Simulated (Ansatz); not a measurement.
# Lattice dynamics of TiO2 monolayer (2H), part 2 of 2

Aim: the phonons of TiO2 monolayer (2H) at a cell relaxed beforehand at this level.

Ansatz 0.2.0; DFT LDA, scalar-relativistic, plane waves, PAW.

So far: Set-up; The dispersion.

## 2. The dispersion (continued)

Interpolated from a 6×6×1 q mesh, with the LO-TO term (at Γ the limit along the path; where Γ stands inside the path, tables give the limit on arrival). The phonon branches at the labelled points (cm⁻¹):

```
  point  branch 1  branch 2  branch 3  branch 4  branch 5  branch 6  branch 7  branch 8  branch 9
      Γ      -307      -307         0         0         0       443       443       638       748
halfway      -226      -163       161       170       324       411       525       656       746
      M      -268       204       256       329       378       450       539       568       744
halfway      -286       224       324       339       391       447       519       558       740
      K      -302       247       354       365       442       462       466       540       737
halfway      -234       -93       213       228       344       410       505       645       744
      Γ      -307      -307         0         0         0       443       443       638       748
```

The phonon branches as a text plot (rows in cm⁻¹):

```
    726 |********************************************************
    682 |       **
    638 |*******  ******                          ***************
    594 |   ****        ****                 *****         **
    550 |       **          *****************         *****
    506 |         ****    **      ******            **
    462 |***          ******************************         ****
    418 |   ************            ****   ******************
    374 |           **************** ********  *****
    330 |         **      **************   *******  **
    286 |       **    ****     ****               **  ***
    242 |           **  *******    ************     **   **
    198 |     **    ****  *********            ***  *****
    154 |   **  ****    **                            ***  **
    111 |     ****    **                          **     **
     67 | ******                                         *******
     23 | ****                                             *****
    -21 |*                                                      *
    -65 |           **
   -109 |                                           **
   -153 |         **
   -197 |       **                                    ***
   -241 |     ************                        *********
   -285 |*****            ************************         ******
         Γ                   M           K                      Γ
```

The phonon density of states has structure finer than the step of the table below, so its rows give means over 50 cm⁻¹, whole bins alone (the curve runs from -305 to 755 cm⁻¹). Peaks (cm⁻¹: height): -265.0: 0.0184, 325.0: 0.0171, 385.0: 0.0274, 455.0: 0.0252, 655.0: 0.0174, 745.0: 0.0852.

Tetrahedra on a 30×30×1 mesh, mean over bins of 10 cm-1. Interpolated from a 6×6×1 q mesh. Table of phonon density of states by wavenumber; means over each step:

| wavenumber (cm⁻¹) | phonon density of states (1/cm⁻¹/cell) |
| --- | --- |
| -250 | 0.0150 |
| -200 | 0.00242 |
| -150 | 0.00129 |
| -100 | 9.1e-4 |
| -50 | 4.7e-4 |
| 0 | 0.00115 |
| 50 | 0.00304 |
| 100 | 0.00434 |
| 150 | 0.00667 |
| 200 | 0.0119 |
| 250 | 0.0114 |
| 300 | 0.0109 |
| 350 | 0.0112 |
| 400 | 0.0186 |
| 450 | 0.0179 |
| 500 | 0.0107 |
| 550 | 0.00737 |
| 600 | 0.00896 |
| 650 | 0.00901 |
| 700 | 0 |

The partial phonon density of states has structure finer than the step of the table below, so its rows give means over 50 cm⁻¹, whole bins alone (the curve runs from -317 to 781 cm⁻¹). Peaks (cm⁻¹: height): O -234.5: 0.00656, 214.4: 0.0120, 331.8: 0.0142, 449.2: 0.0196, 573.4: 0.00921, 746.1: 0.0420; Ti -269.0: 0.0118, 228.2: 0.00341, 393.9: 0.0161, 601.1: 0.00357, 746.1: 0.00371.

Phonopy on the run's constants, 21x21x1 mesh, Gaussian sigma 7.8 cm-1. Interpolated from a 6×6×1 q mesh. The partial phonon density of states by wavenumber; means over each step; values in 1/cm⁻¹/cell:

```csv
wavenumber (cm⁻¹),O,Ti
-250,0.00503,0.00926
-200,0.00190,8.4e-4
-150,0.00138,3.0e-5
-100,0.00111,2.5e-5
-50,6.2e-4,7.1e-6
0,5.3e-4,5.5e-4
50,0.00114,0.00131
100,0.00323,0.00150
150,0.00472,0.00178
200,0.00947,0.00239
250,0.00836,0.00298
300,0.00898,0.00216
350,0.00935,0.00221
400,0.00652,0.0115
450,0.0133,0.00485
500,0.00623,0.00434
550,0.00556,0.00224
600,0.00713,0.00308
650,0.00400,0.00217
700,0.00110,4.3e-4
750,0.0180,0.00161
```

Symmetry leaves 7 wavevectors to solve. The lowest mode among them, the acoustic zeros apart, lies at Γ and is imaginary, 307.3i cm⁻¹, so the energy falls along it.

## 3. Another isotope, element O, natural mass 15.999 amu

An isotope changes the mass and not the force constants, so no new electronic calculation is needed; the shifts show which modes move this element.

The same force constants with the mass of O changed from 15.999 to 17.999 u (phonopy, no LO-TO term). Both lists are sorted by frequency; levels can cross, so a row need not hold one and the same mode. Modes under 3 cm⁻¹ are left out. Isotope shifts, by row:

| q | rank | natural mass (cm⁻¹) | changed mass (cm⁻¹) |
| --- | --- | --- | --- |
| 0 0 0 | 1 | -307.3 | -289.7 |
| 0 0 0 | 2 | -307.3 | -289.7 |
| 0 0 0 | 6 | 442.8 | 427.8 |
| 0 0 0 | 7 | 442.8 | 427.8 |
| 0 0 0 | 8 | 638.5 | 616.9 |
| 0 0 0 | 9 | 748.1 | 705.4 |
| 0 0.1667 0 | 1 | -248.8 | -237.6 |
| 0 0.1667 0 | 2 | -246.2 | -232.1 |
| 0 0.1667 0 | 3 | 68.95 | 66.81 |
| 0 0.1667 0 | 4 | 116.9 | 113.8 |
| 0 0.1667 0 | 5 | 223.4 | 217.8 |
| 0 0.1667 0 | 6 | 427 | 413.5 |
| 0 0.1667 0 | 7 | 571.8 | 549.2 |
| 0 0.1667 0 | 8 | 660.2 | 637 |
| 0 0.1667 0 | 9 | 745.6 | 704.5 |
| 0 0.3333 0 | 1 | -238.9 | -236.6 |
| 0 0.3333 0 | 2 | 82.28 | 77.58 |
| 0 0.3333 0 | 3 | 213.1 | 205.9 |
| 0 0.3333 0 | 4 | 256.1 | 242.1 |
| 0 0.3333 0 | 5 | 395.6 | 385.9 |
| 0 0.3333 0 | 6 | 415.2 | 404 |
| 0 0.3333 0 | 7 | 485.7 | 460.9 |
| 0 0.3333 0 | 8 | 632.6 | 608.8 |
| 0 0.3333 0 | 9 | 745.4 | 707.7 |
| 0 -0.5 0 | 1 | -267.9 | -267.3 |
| 0 -0.5 0 | 2 | 204.4 | 192.8 |
| 0 -0.5 0 | 3 | 255.9 | 245.4 |
| 0 -0.5 0 | 4 | 329.4 | 310.8 |
| 0 -0.5 0 | 5 | 377.5 | 371.1 |
| 0 -0.5 0 | 6 | 450.4 | 425.3 |
| 0 -0.5 0 | 7 | 538.8 | 532.7 |
| 0 -0.5 0 | 8 | 567.5 | 536.7 |
| 0 -0.5 0 | 9 | 744.5 | 707.7 |

A mode of this element alone would shift by -5.72 %. The highest zone-centre frequency without the field goes from 748.1 to 705.4 cm⁻¹ (-5.7 %).

## 4. Isotope substitution, element Ti, natural mass 47.867 amu

The same for Ti, from 47.87 to 49.94 u.

A mode of this element alone would shift by -2.10 %. The highest zone-centre frequency without the field goes from 748.1 to 748.1 cm⁻¹ (+0.0 %).

## 5. Outcome

```yaml
space_group_within_0p01_a: P-6m2
area_per_atom: 2.30 Å²
gap_on_the_k_mesh: 1.18 eV
highest_optical_mode_at_the_zone_centre_no_lo_to_term: 748 cm⁻¹
lowest_optical_zone_centre_mode: -307 cm⁻¹
largest_born_charge_third_of_the_trace: 3.49 e
lowest_mode_on_the_q_mesh_acoustic_modes_at_gamma_apart: -307 cm⁻¹
highest_frequency_on_the_path_or_at_a_solved_wavevector: 748 cm⁻¹
imaginary_modes_on_the_6x6x1_q_mesh: yes
```

In words: Modes are clearly imaginary (beyond 10i cm⁻¹) at 7 of the 7 irreducible wavevectors, most at Γ (307.3i cm⁻¹), so this structure is not a minimum of the energy. Without the field, the optical modes at Γ span -307 to 748 cm⁻¹ (negative means imaginary). Among the real modes, the strongest infrared line is at 443 cm⁻¹. Averaged over orientations, the strongest Raman line at 532 nm and 300 K is at 443 cm⁻¹. The tensors are the static, non-resonant ones, while 532 nm light (2.33 eV) lies above the computed gap. In a sheet or slab the interpolated bending branch near Γ is rough, since the rotational sum rule isn't imposed. Dielectric tensors refer to the cell with its vacuum. The starting cell was built on a prototype and not taken from a measurement. These are harmonic frequencies at zero temperature: anharmonic shifts, linewidths and thermal expansion are left out.

[Logs are printed without paths, hosts, clocks, repeated set-up lines and the standing remarks that a program may print on its own settings, such as how far it seeks lower states.]

[Hosts, paths, dates, database ids (printed as entryN), source tags and the programs' standing remarks are cut or masked in the printed files.]
